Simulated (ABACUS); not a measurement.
# Hf (Im-3m) in ABACUS: further runs

One crystal, Hf, is run at these levels: PBE; tasks: band structure, equation of state.

Everything below comes from runs of ABACUS 3.10.1. Logs are shortened: lines on timing, memory, paths and dates and some standing lists are left out, and cuts for length are marked.

**1. The structure**

The structure is cubic, space group Im-3m (No. 229). Conventional cell: a = 3.610 Å, b = 3.610 Å, c = 3.610 Å, α = 90.00°, β = 90.00°, γ = 90.00°. Hf (site symmetry m-3m) is surrounded by 8 Hf at 3.13 Å.

This isn't the form of Hf at room conditions, which is hcp.

**2. Band structure, PBE**

The input, INPUT:

```
INPUT_PARAMETERS
suffix              Hf
calculation         nscf
basis_type          lcao
pseudo_dir          ./
orbital_dir         ./
symmetry            -1
dft_functional      pbe
ecutwfc             132.0
pseudo_rcut         10
nspin               1
nbands              23
ks_solver           scalapack_gvx
smearing_method     fd
smearing_sigma      0.00367493
scf_thr             1e-07
scf_nmax            100
mixing_type         broyden
mixing_beta         0.7
init_chg            file
out_band            1
```

The input, STRU:

```
ATOMIC_SPECIES
Hf 178.4900 Hf.upf

NUMERICAL_ORBITAL
Hf_confined-atom_8au_4s3p3d2f.orb

LATTICE_CONSTANT
1.8897261246

LATTICE_VECTORS
-1.8050000000 1.8050000000 1.8050000000
1.8050000000 -1.8050000000 1.8050000000
1.8050000000 1.8050000000 -1.8050000000

ATOMIC_POSITIONS
Direct

Hf
0.0
1
0.0000000000 0.0000000000 0.0000000000 1 1 1
```

The input, KPT:

```
K_POINTS
8
Line
0.00000000 0.00000000 0.00000000 10 // G
0.50000000 -0.50000000 0.50000000 10 // H
0.00000000 0.00000000 0.50000000 10 // N
0.00000000 0.00000000 0.00000000 10 // G
0.25000000 0.25000000 0.25000000 10 // P
0.50000000 -0.50000000 0.50000000 1 // H
0.25000000 0.25000000 0.25000000 10 // P
0.00000000 0.00000000 0.50000000 1 // N
```

Potentials or basis: PseudoDojo NC SR 0.5 PBE stringent, TZDP LCAO (the cutoffs set its grid).

The run is started by

```
> OMP_NUM_THREADS=1 mpirun -np 4 abacus > log
```

running log:

```text
ABACUS v3.10.1

               Atomic-orbital Based Ab-initio Computation at UStc

 ------------------------------------------------------------------------------------

 READING GENERAL INFORMATION
                           global_out_dir = OUT.Hf/
                           global_in_card = INPUT
                               pseudo_dir = ./
                              orbital_dir = ./
                                    DSIZE = 4
                                    GSIZE = 1

 READING UNITCELL INFORMATION
                                    ntype = 1
                  lattice constant (Bohr) = 1.88973
              lattice constant (Angstrom) = 1

 READING ATOM TYPE 1
                               atom label = Hf
                      L=0, number of zeta = 4
                      L=1, number of zeta = 3
                      L=2, number of zeta = 3
                      L=3, number of zeta = 2
             number of atom for this type = 1

                        TOTAL ATOM NUMBER = 1
DIRECT COORDINATES
    atom                   x                   y                   z     mag                  vx                  vy                  vz
taud_Hf1            0.0000000000        0.0000000000        0.0000000000  0.0000        0.0000000000        0.0000000000        0.0000000000

                          Volume (Bohr^3) = 158.741
                             Volume (A^3) = 23.5229

 Lattice vectors: (Cartesian coordinate: in unit of a_0)
               -1.805              +1.805              +1.805
               +1.805              -1.805              +1.805
               +1.805              +1.805              -1.805
 Reciprocal vectors: (Cartesian coordinate: in unit of 2 pi/a_0)
                   +0           +0.277008           +0.277008
            +0.277008                  +0           +0.277008
            +0.277008           +0.277008                  +0
 The esolver type has been set to : ksdft_lcao

                PAO radial cut off (Bohr) = 10

 Read in pseudopotential file is Hf.upf
                     pseudopotential type = NC
          exchange-correlation functional = PBE
                 nonlocal core correction = 1
                        valence electrons = 26
                                     lmax = 3
                           number of zeta = 5
                     number of projectors = 8
                           L of projector = 0
                           L of projector = 0
                           L of projector = 1
                           L of projector = 1
                           L of projector = 2
                           L of projector = 2
                           L of projector = 3
                           L of projector = 3
     initial pseudo atomic orbital number = 17

 SETUP THE ELECTRONS NUMBER
            electron number of element Hf = 26
      total electron number of element Hf = 26
            AUTOSET number of electrons:  = 26
                           occupied bands = 13
                                   NLOCAL = 42
                                   NBANDS = 23
                                   NBANDS = 23
                                   NLOCAL = 42

%%%%%%%%%%%%%%%%%%%%%%%%%%%%%%%%%%%%%%%%%%%%%%%%%%%%%%%%%%%%%%%%%%%%%%%%%%%%%%%%%%%%%%%%%%%%%%%%%%%%%%%%%%
 Warning: the number of valence electrons in pseudopotential > 4 for Hf: [Xe] 4f14 5d2 6s2
 Pseudopotentials with additional electrons can yield (more) accurate outcomes, but may be less efficient.
 If you're confident that your chosen pseudopotential is appropriate, you can safely ignore this warning.
%%%%%%%%%%%%%%%%%%%%%%%%%%%%%%%%%%%%%%%%%%%%%%%%%%%%%%%%%%%%%%%%%%%%%%%%%%%%%%%%%%%%%%%%%%%%%%%%%%%%%%%%%%

 SETUP THE PLANE WAVE BASIS
 energy cutoff for charge/potential (unit:Ry) = 528
            fft grid for charge/potential = [ 45, 45, 45 ]
                        fft grid division = [ 3, 3, 3 ]
        big fft grid for charge/potential = [ 15, 15, 15 ]
                                     nbxx = 900
[... 60 lines left out ...]
                         PeriodicBoundary = 1
                        Radius(unit:lat0) = 10.2
                                   glayer = [ 6, 6, 6 ]
                             glayer_minus = [ 5, 5, 5 ]

Find the coordinate range of the input atom(unit:lat0).
                                  min_tau = [ -27.1, -27.1, -27.1 ]
                                  max_tau = [ 27.1, 27.1, 27.1 ]
                                BoxNumber = [ 11, 11, 11 ]

 SETUP EXTENDED REAL SPACE GRID FOR GRID INTEGRATION
                          real space grid = [ 45, 45, 45 ]
                 big cell numbers in grid = [ 15, 15, 15 ]
             meshcell numbers in big cell = [ 3, 3, 3 ]
                        extended fft grid = [ 25, 25, 25 ]
                dimension of extened grid = [ 66, 66, 66 ]
                            UnitCellTotal = 125
              Atom number in sub-FFT-grid = 1
    Local orbitals number in sub-FFT-grid = 42
                                ParaV.nnr = 65709
                                 init_chg = file
 try to read charge from file
 Read in the charge density: OUT.Hf//Hf-CHARGE-DENSITY.restart

 LCAO ALGORITHM --------------- ION=   1  ELEC=   1--------------------------------
[... levels at 62 k points of this process ...]

 Density error is 0.00000000000
----------------------------------------------------------
     Energy           Rydberg                 eV
----------------------------------------------------------
 E_KohnSham     -568.0130865026      -7728.2145150018
 E_KS(sigma->0) -568.0129023165      -7728.2120090220
 E_Harris       -568.0130865026      -7728.2145150018
 E_band         -1.4328857040        -19.4954101568
 E_one_elec     -316.5839661609      -4307.3458352270
 E_Hartree      190.6503078367       2593.9305120334
 E_xc           -81.4584506917       -1108.2990796595
 E_Ewald        -360.6206091146      -4906.4951001890
 E_entropy(-TS) -0.0003683721        -0.0050119598
 E_descf        0.0000000000         0.0000000000
 E_exx          0.0000000000         0.0000000000
 E_Fermi        1.3161425082         17.9070374910
----------------------------------------------------------

 charge density convergence is achieved
 final etot is -7728.2145150 eV
 EFERMI = 17.907037491 eV

 STATE ENERGY(eV) AND OCCUPATIONS    NSPIN == 1
 1/62 kpoint (Cartesian) = 0.0000 0.0000 0.0000 (1028 pws)
       1       -44.2729      0.0322581
       2       -12.3966      0.0322581
       3       -12.3966      0.0322581
       4       -12.3966      0.0322581
       5        5.80369      0.0322581
       6        5.80369      0.0322581
[... 15 lines left out ...]
      22        40.5338        0.00000
      23        41.3492        0.00000

 2/62 kpoint (Cartesian) = 0.0000 0.027701 0.0000 (1021 pws)
       1       -44.2703      0.0322581
       2       -12.4204      0.0322581
       3       -12.4078      0.0322581
       4       -12.4078      0.0322581
       5        5.80390      0.0322581
       6        5.80446      0.0322581
[... 15 lines left out ...]
      22        40.9970        0.00000
      23        40.9970        0.00000

 3/62 kpoint (Cartesian) = 0.0000 0.055402 0.0000 (1023 pws)
       1       -44.2631      0.0322581
       2       -12.4855      0.0322581
       3       -12.4404      0.0322581
       4       -12.4404      0.0322581
       5        5.80554      0.0322581
       6        5.80855      0.0322581
[... 15 lines left out ...]
      22        40.0225        0.00000
      23        40.0225        0.00000

 4/62 kpoint (Cartesian) = 0.0000 0.083102 0.0000 (1017 pws)
       1       -44.2520      0.0322581
       2       -12.5758      0.0322581
       3       -12.4916      0.0322581
       4       -12.4916      0.0322581
       5        5.80833      0.0322581
       6        5.81555      0.0322581
[... 15 lines left out ...]
      22        38.6987        0.00000
      23        38.6987        0.00000

 5/62 kpoint (Cartesian) = 0.0000 0.11080 0.0000 (1017 pws)
       1       -44.2385      0.0322581
       2       -12.6713      0.0322581
       3       -12.5569      0.0322581
       4       -12.5569      0.0322581
       5        5.81242      0.0322581
       6        5.82403      0.0322581
[... 15 lines left out ...]
      22        38.0136        0.00000
      23        38.0136        0.00000

 6/62 kpoint (Cartesian) = 0.0000 0.13850 0.0000 (1018 pws)
       1       -44.2242      0.0322581
       2       -12.7557      0.0322581
       3       -12.6305      0.0322581
       4       -12.6305      0.0322581
       5        5.81828      0.0322581
       6        5.82362      0.0322581
[... 15 lines left out ...]
      22        39.6059        0.00000
      23        39.6059        0.00000

[... levels at 56 further k points ...]

 --------------------------------------------
 !FINAL_ETOT_IS -7728.214515001845 eV
 --------------------------------------------

 Output bands in file: OUT.Hf/BANDS_1.dat
```

It took 1.1 s on 4 MPI ranks of AMD EPYC 9R45 (Zen 5), shared host; peak memory 0.44 GiB.

Levels at the corners of the path, in eV from the Fermi level:
```csv
point,band 10,band 11,band 12,band 13,band 14,band 15,band 16,band 17
Γ,-12.00,-11.98,-6.92,1.44,1.44,1.44,4.09,4.09
H,-12.00,-12.00,-2.40,-2.40,6.34,6.34,6.34,6.88
N,-12.00,-11.99,-3.27,-0.45,0.82,3.88,4.83,7.09
Γ,-12.00,-11.98,-6.92,1.44,1.44,1.44,4.09,4.09
P,-12.01,-12.01,-0.69,-0.69,-0.69,4.96,4.96,5.26
H,-12.00,-12.00,-2.40,-2.40,6.34,6.34,6.34,6.88
P,-12.01,-12.01,-0.69,-0.69,-0.69,4.96,4.96,5.26
N,-12.00,-11.99,-3.27,-0.45,0.82,3.88,4.83,7.09
```

Caveat: the atomic orbitals were generated for these runs and aren't a published set; the density is read from an earlier self-consistent run, whose mesh may be coarse; spin-orbit coupling is left out, which moves the levels of the heavy elements; the basis of atomic orbitals isn't converged, which shifts pressures, moduli and gaps.

**3. Equation of state, PBE, 22.11 Å³/atom (volume scaled by 0.94)**

The input, run_abacus.py:

```python
"""ABACUS run from a structure file: ASE reads it, the script writes STRU, KPT and INPUT."""
import re
import subprocess
from ase.io import read
from ase.units import Bohr

atoms = read("Hf.cif")
atoms = atoms[(-atoms.numbers).argsort(kind="stable")]  # ABACUS lists atoms element by element
pseudo = {'Hf': 'Hf.upf'}
orbital = {'Hf': 'Hf_confined-atom_8au_4s3p3d2f.orb'}
magmoms = None
kmesh = [9, 9, 9]
params = {
    'suffix': 'Hf',
    'calculation': 'scf',
    'basis_type': 'lcao',
    'pseudo_dir': './',
    'orbital_dir': './',
    'symmetry': 1,
    'dft_functional': 'pbe',
    'ecutwfc': 132,
    'pseudo_rcut': 10,
    'nspin': 1,
    'nbands': 17,
    'ks_solver': 'genelpa',
    'smearing_method': 'fd',
    'smearing_sigma': 0.00367493,
    'scf_thr': 1e-07,
    'scf_nmax': 100,
    'mixing_type': 'broyden',
    'mixing_beta': 0.7,
    'cal_force': 1,
    'cal_stress': 1,
    'out_mul': 1,
}

symbols = atoms.get_chemical_symbols()
elements = list(dict.fromkeys(symbols))
lines = ["ATOMIC_SPECIES"] + [f"{e} {atoms.get_masses()[symbols.index(e)]:.4f} {pseudo[e]}" for e in elements]
if orbital:
    lines += ["", "NUMERICAL_ORBITAL"] + [orbital[e] for e in elements]
lines += ["", "LATTICE_CONSTANT", f"{1 / Bohr:.10f}", "", "LATTICE_VECTORS"]
lines += [" ".join(f"{x:.10f}" for x in v) for v in atoms.cell]
lines += ["", "ATOMIC_POSITIONS", "Direct"]
for e in elements:
    lines += ["", e, "0.0", str(symbols.count(e))]
    for i, p in enumerate(atoms.get_scaled_positions(wrap=False)):
        if symbols[i] == e:
            mag = "" if magmoms is None else " mag " + " ".join(str(x) for x in (magmoms[i] if isinstance(magmoms[i], list) else [magmoms[i]]))
            lines.append(" ".join(f"{x:.10f}" for x in p) + " 1 1 1" + mag)
open("STRU", "w").write("\n".join(lines) + "\n")
open("KPT", "w").write("K_POINTS\n0\nGamma\n%d %d %d 0 0 0\n" % tuple(kmesh))
open("INPUT", "w").write("INPUT_PARAMETERS\n" + "".join(f"{k:<20s}{v}\n" for k, v in params.items()))

done = subprocess.run(['mpirun', '-np', '4', 'abacus'])
if done.returncode:
    raise SystemExit(done.returncode)
log = open("OUT.Hf/running_scf.log").read()
print("final energy (eV):", re.findall(r"FINAL_ETOT_IS (\S+)", log))
```

The input, Hf.cif:

```cif
data_Hf
_cell_length_a 3.06253070
_cell_length_b 3.06253070
_cell_length_c 3.06253070
_cell_angle_alpha 109.47122063
_cell_angle_beta 109.47122063
_cell_angle_gamma 109.47122063
_space_group_name_H-M_alt 'P1'
_space_group_name_Hall 'P 1'
_space_group_IT_number 1
loop_
_space_group_symop_operation_xyz
'x,y,z'
loop_
_atom_site_label
_atom_site_type_symbol
_atom_site_symmetry_multiplicity
_atom_site_Wyckoff_symbol
_atom_site_fract_x
_atom_site_fract_y
_atom_site_fract_z
_atom_site_occupancy
Hf1 Hf 1 a 0.0000000000 0.0000000000 0.0000000000 1
```

Potentials or basis: PseudoDojo NC SR 0.5 PBE stringent, TZDP LCAO (the cutoffs set its grid).

The run is started by

```
> OMP_NUM_THREADS=1 python run_abacus.py > log
```

Wall time 8.2 s (4 MPI ranks of AMD EPYC 9R45 (Zen 5), shared host); peak memory 0.48 GiB.

The run converged. Its results:

- Free energy: -7727.4235 eV
- Pressure: 1.1 GPa
- Band gap on the k mesh: none (metal or under the smearing width)

Caveat: the atomic orbitals were generated for these runs and aren't a published set; the basis of atomic orbitals isn't converged, which shifts pressures, moduli and gaps.

**4. Equation of state, PBE, 22.58 Å³/atom (volume scaled by 0.96)**

run_abacus.py is that of step 3.

Edit Hf.cif of step 3 so:

```diff
@@ -1,5 +1,5 @@
 data_Hf
-_cell_length_a 3.06253070
-_cell_length_b 3.06253070
-_cell_length_c 3.06253070
+_cell_length_a 3.08409853
+_cell_length_b 3.08409853
+_cell_length_c 3.08409853
 _cell_angle_alpha 109.47122063
```

The run is started by

```
> OMP_NUM_THREADS=1 python run_abacus.py > log
```

It took 8.4 s on 4 MPI ranks of AMD EPYC 9R45 (Zen 5), shared host; peak memory 0.48 GiB.

Results (log left out):

- Free energy: -7727.4241 eV
- Pressure: -0.7 GPa
- Band gap on the k mesh: none (metal or under the smearing width)

Caveat: the atomic orbitals were generated for these runs and aren't a published set; the basis of atomic orbitals isn't converged, which shifts pressures, moduli and gaps.

**5. Equation of state, PBE, 23.05 Å³/atom (volume scaled by 0.98)**

run_abacus.py is that of step 4.

Edit Hf.cif of step 4 so:

```diff
@@ -1,5 +1,5 @@
 data_Hf
-_cell_length_a 3.08409853
-_cell_length_b 3.08409853
-_cell_length_c 3.08409853
+_cell_length_a 3.10536885
+_cell_length_b 3.10536885
+_cell_length_c 3.10536885
 _cell_angle_alpha 109.47122063
```

The run is started by

```
> OMP_NUM_THREADS=1 python run_abacus.py > log
```

It took 8.3 s on 4 MPI ranks of AMD EPYC 9R45 (Zen 5), shared host; peak memory 0.48 GiB.

Results (log left out):

```yaml
Free_energy: -7727.4196 eV
Pressure: -2.2 GPa
Band_gap_on_the_k_mesh: none (metal or under the smearing width)
```

Caveat: the atomic orbitals were generated for these runs and aren't a published set; the basis of atomic orbitals isn't converged, which shifts pressures, moduli and gaps.

**6. Equation of state, PBE, 23.52 Å³/atom**

run_abacus.py is that of step 5.

Edit Hf.cif of step 5 so:

```diff
@@ -1,5 +1,5 @@
 data_Hf
-_cell_length_a 3.10536885
-_cell_length_b 3.10536885
-_cell_length_c 3.10536885
+_cell_length_a 3.12635171
+_cell_length_b 3.12635171
+_cell_length_c 3.12635171
 _cell_angle_alpha 109.47122063
```

Potentials or basis: PseudoDojo NC SR 0.5 PBE stringent, TZDP LCAO (the cutoffs set its grid).

The run is started by

```
> OMP_NUM_THREADS=1 python run_abacus.py > log
```

Wall time 8.6 s (4 MPI ranks of AMD EPYC 9R45 (Zen 5), shared host); peak memory 0.48 GiB.

It converged, with:

```yaml
Free_energy: -7727.4109 eV
Pressure: -4.0 GPa
Band_gap_on_the_k_mesh: none (metal or under the smearing width)
```

Caveat: the atomic orbitals were generated for these runs and aren't a published set; the basis of atomic orbitals isn't converged, which shifts pressures, moduli and gaps.

**7. Equation of state, PBE, 23.99 Å³/atom (volume scaled by 1.02)**

run_abacus.py is that of step 6.

Edit Hf.cif of step 6 so:

```diff
@@ -1,5 +1,5 @@
 data_Hf
-_cell_length_a 3.12635171
-_cell_length_b 3.12635171
-_cell_length_c 3.12635171
+_cell_length_a 3.14705663
+_cell_length_b 3.14705663
+_cell_length_c 3.14705663
 _cell_angle_alpha 109.47122063
```

The run is started by

```
> OMP_NUM_THREADS=1 python run_abacus.py > log
```

It took 8.3 s on 4 MPI ranks of AMD EPYC 9R45 (Zen 5), shared host; peak memory 0.48 GiB.

The run converged. Its results:

- Free energy: -7727.3953 eV
- Pressure: -6.0 GPa
- Band gap on the k mesh: none (metal or under the smearing width)

Caveat: the atomic orbitals were generated for these runs and aren't a published set; the basis of atomic orbitals isn't converged, which shifts pressures, moduli and gaps.

**8. Equation of state, PBE, 24.46 Å³/atom (volume scaled by 1.04)**

run_abacus.py is that of step 7.

Edit Hf.cif of step 7 so:

```diff
@@ -1,5 +1,5 @@
 data_Hf
-_cell_length_a 3.14705663
-_cell_length_b 3.14705663
-_cell_length_c 3.14705663
+_cell_length_a 3.16749263
+_cell_length_b 3.16749263
+_cell_length_c 3.16749263
 _cell_angle_alpha 109.47122063
```

The run is started by

```
> OMP_NUM_THREADS=1 python run_abacus.py > log
```

It took 8.1 s on 4 MPI ranks of AMD EPYC 9R45 (Zen 5), shared host; peak memory 0.48 GiB.

The run converged. Its results:

```yaml
Free_energy: -7727.3758 eV
Pressure: -7.7 GPa
Band_gap_on_the_k_mesh: none (metal or under the smearing width)
```

Caveat: the atomic orbitals were generated for these runs and aren't a published set; the basis of atomic orbitals isn't converged, which shifts pressures, moduli and gaps.

**9. Equation of state, PBE, 24.93 Å³/atom (volume scaled by 1.06)**

run_abacus.py is that of step 8.

Edit Hf.cif of step 8 so:

```diff
@@ -1,5 +1,5 @@
 data_Hf
-_cell_length_a 3.16749263
-_cell_length_b 3.16749263
-_cell_length_c 3.16749263
+_cell_length_a 3.18766829
+_cell_length_b 3.18766829
+_cell_length_c 3.18766829
 _cell_angle_alpha 109.47122063
```

Potentials or basis: PseudoDojo NC SR 0.5 PBE stringent, TZDP LCAO (the cutoffs set its grid).

The run is started by

```
> OMP_NUM_THREADS=1 python run_abacus.py > log
```

Run time: 8 s. Hardware: 4 MPI ranks of AMD EPYC 9R45 (Zen 5), shared host; peak memory 0.48 GiB.

Results (log left out):

- Free energy: -7727.3513 eV
- Pressure: -8.9 GPa
- Band gap on the k mesh: none (metal or under the smearing width)

Caveat: the atomic orbitals were generated for these runs and aren't a published set; the basis of atomic orbitals isn't converged, which shifts pressures, moduli and gaps.

**10. Equation of state, PBE**

No new run: the results of the series are fitted here.

Results:

| Property | Result |
| --- | --- |
| Equilibrium volume | 22.42 Å³/atom (rough: see the caveat) |
| Bulk modulus | 83 GPa (rough) |

Energy against volume, from the lowest point:
```
volume (Å³/atom)  energy (meV/atom)
          22.112               0.59
          22.582               0.00
          23.052               4.53
          23.523              13.18
          23.993              28.78
          24.464              48.30
          24.934              72.84
```

Caveat: the atomic orbitals were generated for these runs and aren't a published set; the fit is doubtful: noisy points or a state that changes with volume; the basis of atomic orbitals isn't converged, which shifts pressures, moduli and gaps.
